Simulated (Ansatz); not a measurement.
# FeO: the cost of one run

Computed with Ansatz 0.2.0 (DFT PBE, scalar-relativistic, plane waves, PAW, unless a step's input says otherwise).

### Step 1. The system as given

The structure is tetragonal, space group I4/mmm (No. 139). The conventional cell has a = 3.169 Å, b = 3.169 Å, c = 4.428 Å, α = 90.00°, β = 90.00°, γ = 90.00°. Fe (site symmetry 4/mmm) is surrounded by 6 O at 2.21 to 2.24 Å. Around O (site symmetry 4/mmm) lie 6 Fe at 2.21 to 2.24 Å.

Coordinates:

```cif
data_structure
_symmetry_space_group_name_H-M 'P 1'
_symmetry_Int_Tables_number 1
_cell_length_a 3.1501
_cell_length_b 3.1501
_cell_length_c 3.1501
_cell_angle_alpha 119.605
_cell_angle_beta 119.605
_cell_angle_gamma 90.686
_cell_volume 22.23
loop_
_atom_site_label
_atom_site_type_symbol
_atom_site_fract_x
_atom_site_fract_y
_atom_site_fract_z
_atom_site_occupancy
Fe1 Fe 0.00000 0.00000 0.00000 1
O1 O 0.50000 0.50000 0.00000 1
```

This is candidate A: CoO type (I4/mmm, No. 139).

(A quick probe on a coarse mesh, which set the mesh and smearing, is not shown.)

### Step 3. A loose first relaxation (candidate A)

File input.yaml:

```yaml
crystal:
  lattice:
    - [-1.5844614122, 1.5844614122, 2.214095425]
    - [1.5844614122, -1.5844614122, 2.214095425]
    - [1.5844614122, 1.5844614122, -2.214095425]
  atoms:
    - { symbol: Fe, position: [0.0, 0.0, 0.0], spin: 3.84 }
    - { symbol: O, position: [0.5, 0.5, 0.0], spin: 0.33 }
basis:
  ecutwfc: 420
kpoints:
  mp_grid: { grid: [8, 8, 8] }
hamiltonian:
  xc: pbe
scf:
  occupations: { method: gaussian, width: 0.1 }
  lower_state_search: "off"
output:
  forces: true
  stress: true
  eigenvalues: true
  populations: true
magnetization:
  spin_polarized: true
relax:
  adjacent_minimum: "off"
  f_tol: 0.04
  max_steps: 70
  cell: { stress_tol: 0.4 }
```

Launch:

```
$ ansatz run input.yaml --threads 1 --pin off --max-ram 2560MiB --backend cpu --events-out ev --progress --plain --runs-dir out
```

**Question.** How long does this run take on 1 thread of Arm Neoverse V2, shared host, and how much memory does it need?

About 20 s, with a peak of 0.31 GiB.
